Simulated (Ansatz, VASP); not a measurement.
# Cross-check of AgCl (Chlorargyrite) between VASP and Ansatz, part 2 of 2

Aim: how closely do two programs agree when they are given the same cell, functional and k mesh? The cell is taken from a series of VASP runs on this material, whose earlier steps may have relaxed, scaled or displaced it; both programs get it as it stands.

VASP 6.6.1 and Ansatz 0.2.0.

So far. Step 4 (Side by side): The walks stopped with 0.00 GPa left in Ansatz and 0.03 GPa in VASP; each walk ends within a tolerance, so the volume difference is uncertain by about these residues over the bulk modulus, most in soft cells.

### Step 5. Ansatz: relaxation of cell and atoms, r2SCAN with rVV10

Level of this step: Ansatz beside VASP: Kohn-Sham DFT, plane waves, r2SCAN with rVV10 (Ansatz).

The relaxed volume is the usual yardstick between codes: its relative difference is about their pressure difference at one cell divided by the bulk modulus.

The cell is taken from a series of VASP runs on this material, whose earlier steps may have relaxed, scaled or displaced it; both programs get it as it stands.

input.yaml reads:

```yaml
crystal:
  lattice:
    - [0.0, 2.735, 2.735]
    - [2.735, 0.0, 2.735]
    - [2.735, 2.735, 0.0]
  atoms:
    - { symbol: Ag, position: [0.0, 0.0, 0.0] }
    - { symbol: Cl, position: [0.5, 0.5, 0.5] }
hamiltonian:
  xc: r2scan
  pseudopotentials: { kind: paw }
  dispersion: rvv10
kpoints:
  mp_grid: { grid: [8, 8, 8] }
scf:
  occupations: { method: gaussian, width: 0.03 }
relax:
  f_tol: 0.01
  max_steps: 60
  cell: { stress_tol: 0.05 }
output:
  forces: true
  stress: true
```

Launch:

```
> ansatz run input.yaml --threads 4 --pin off --max-ram 9216MiB --backend cpu --events-out ev --progress --plain --runs-dir out
```

Numbers of over 12 decimals in the logs are rounded to 6 here.

Output:

```text
[...]
Crystal: 2 atoms, lattice volume = 40.917 Å³
Basis set: ecut = 500 eV, 1037 PW (Γ), exchange–correlation on 128×128×128 points (64 copies of the dense FFT grid, shifted against one another)
Bands: 17, of which v1, the nominal top of the filled ones, is band 13 counted from 1 (12 counted from 0)
Symmetry: 48 space group operations
[...]
k-points: 29 of 512
[...]
-0.000357       0.000000       0.000000
        0.000000      -0.000357      -0.000000
        0.000000       0.000000      -0.000357
  P = ⅓ Tr σ = -0.0004 GPa (-0.004 kbar)
--- Relaxed structure (3 steps of the walk, 3 accepted, 1 SCFs on fresh bases) ---
[...]
cell:  # Å, volume = 41.5733 Å³
    - [0, 2.749550, 2.749550]
    - [2.749550, 0, 2.749550]
    - [2.749550, 2.749550, 0]
  atoms:
    - { symbol: Ag, position: [0, 0, 0] }
    - { symbol: Cl, position: [0.5, 0.5, 0.5] }
[key lines of the parts left out:]
SCF converged after 5 iterations
Free energy (F): -8686.336211 eV
Fermi energy:    8.935526 eV
```

Run time: 12 s. Hardware: 4 threads of Intel Xeon Platinum 8259CL at 2.50GHz (Skylake/Cascade Lake), shared host; peak memory 0.56 GiB; 30 s of CPU time.

### Step 6. VASP: relaxation of cell and atoms, r2SCAN with rVV10

The same cell, functional, mesh and smearing now go to VASP, with its own data sets and cutoff.

INCAR reads:

```
SYSTEM = AgCl
PREC = Accurate
ENCUT = 450
EDIFF = 1E-06
NELM = 100
ISMEAR = 0
SIGMA = 0.03
LREAL = .FALSE.
ALGO = Normal
METAGGA = R2SCAN
LUSE_VDW = .TRUE.
IVDW_NL = 2
BPARAM = 11.95
CPARAM = 0.0093
LASPH = .TRUE.
NBANDS = 15
LORBIT = 11
LWAVE = .FALSE.
LCHARG = .FALSE.
KPAR = 2
IBRION = 2
NSW = 50
ISIF = 3
EDIFFG = -0.01
```

POSCAR reads:

```
AgCl
1.0
    0.0000000000      2.7350000000      2.7350000000
    2.7350000000      0.0000000000      2.7350000000
    2.7350000000      2.7350000000      0.0000000000
Ag Cl
1 1
Direct
    0.0000000000      0.0000000000      0.0000000000
    0.5000000000      0.5000000000      0.5000000000
```

KPOINTS reads:

```
Automatic mesh
0
Gamma
8 8 8
0 0 0
```

Potentials, in the order of the species: Ag and Cl (PBE family, release 64).

Launch:

```
> mpirun -np 2 vasp_std
```

Output:

```text
[banner, memory and clock lines left out]
running    2 mpi-ranks, on    1 nodes
[...]
|                                                                             |
|               ----> ADVICE to this user running VASP <----                  |
|                                                                             |
|     You have switched on vdW-DFT.                                           |
|     This routine was written and supplied by Jiri Klimes. We recommend      |
|     that you carefully read and cite the following publications:            |
|       J. Klimes, D.R. Bowler, A. Michelides                                 |
|          J. Phys.: Cond Matt. 22 022201 (2010)                              |
|       J. Klimes, D.R. Bowler, A. Michelides                                 |
|          Phys. Rev. B. 83, 195131 (2011)                                    |
|     and references therein.                                                 |
|                                                                             |

[...]
Total rVV10 correction in eV:      0.5442614    21.5737319
Total rVV10 correction in eV:      0.5442614    21.5737319
DAV:   4    -0.280928907105E+02    0.24226E-03   -0.50629E-04  1059   0.235E-01    0.587E-02
Total rVV10 correction in eV:      0.5441577    21.5737319
Total rVV10 correction in eV:      0.5441577    21.5737319
DAV:   5    -0.280928772596E+02    0.13451E-04   -0.74832E-05   968   0.134E-01    0.322E-02
Total rVV10 correction in eV:      0.5440795    21.5737319
Total rVV10 correction in eV:      0.5440795    21.5737319
DAV:   6    -0.280928762753E+02    0.98427E-06   -0.17151E-05  1017   0.344E-02    0.723E-03
Total rVV10 correction in eV:      0.5440801    21.5737319
Total rVV10 correction in eV:      0.5440801    21.5737319
DAV:   7    -0.280928765133E+02   -0.23796E-06   -0.15812E-07   561   0.449E-03
Total rVV10 correction in eV:      0.5440692    21.5737319
Total rVV10 correction in eV:      0.5440692    21.5737319
Total rVV10 correction in eV:      0.5440687    21.5737319
Total rVV10 correction in eV:      0.5440687    21.5737319
   2 F= -.28092877E+02 E0= -.28092877E+02  d E =-.193382E-02
 trial-energy change:   -0.001934  1 .order   -0.001915   -0.004083    0.000254
 step:   0.9429(harm=  0.9415)  dis= 0.00000  next Energy=   -28.092884 (dE=-0.194E-02)
 reached required accuracy - stopping structural energy minimisation
```

From OUTCAR (step 6):

```text
  Total       -0.0147505     -0.0147505     -0.0147505      0.0000000      0.0000000      0.0000000
  in kB       -0.5677685     -0.5677685     -0.5677685      0.0000000      0.0000000      0.0000000
  external PRESSURE =      -0.5677685 kB  Pullay stress =       0.0000000 kB

 POSITION                                       TOTAL-FORCE (eV/Angst)
 -----------------------------------------------------------------------------------
      5.50134      2.75067      2.75067        -0.000000      0.000000     -0.000000
      2.75067      2.75067      2.75067         0.000000     -0.000000      0.000000
 -----------------------------------------------------------------------------------
    total drift:                                0.000000      0.000000      0.000000

  FREE ENERGIE OF THE ION-ELECTRON SYSTEM (eV)
  ---------------------------------------------------
  free  energy   TOTEN  =       -28.0928765133 eV

  energy  without entropy=      -28.0928765133  energy(sigma->0) =      -28.09287651

[... 2 parts as in an earlier step ...]

[... 2 further parts left out ...]
[key lines of the parts left out:]
E-fermi :   4.0414
```

### Step 7. Comparison

What differs besides the data sets and the points named for the pairs above, as far as they apply: VASP keeps PBE cores, Ansatz makes them for the functional; the cutoff is 500 eV in Ansatz and 450 eV in VASP. Total energies have different zeros and are not compared.

Compared:

| quantity | Ansatz | VASP | difference |
| --- | --- | --- | --- |
| volume (Å³) | 41.57 | 41.62 | -0.12 % |
| edge a after relaxation, in the typed setting (Å) | 3.889 | 3.890 | -0.04 % |

The walks stopped with 0.00 GPa left in Ansatz and -0.06 GPa in VASP; each walk ends within a tolerance, so the volume difference is uncertain by about these residues over the bulk modulus, most in soft cells.

### Step 8. Summary of results

| Item | Value |
| --- | --- |
| difference in volume (relaxation of cell and atoms, PBEsol) | 0.19 % |
| difference in volume (relaxation of cell and atoms, r2SCAN with rVV10) | -0.12 % |

**Reading.** The difference in volume is 0.19 % (relaxation of cell and atoms, PBEsol), within the 1.2 % picked in this series as the mark of a large difference, as far as the stopping tolerances let one tell. How closely two codes agree says nothing of how well the functional describes the real material.

[Lines on the potential files, build, host, timing and source positions are cut from VASP's logs without a mark.]

[Logs are printed without paths, hosts, clocks, repeated set-up lines and the standing remarks that a program may print on its own settings, such as how far it seeks lower states.]

[Hosts, paths, dates, database ids (printed as entryN), source tags and the programs' standing remarks are cut or masked in the printed files.]
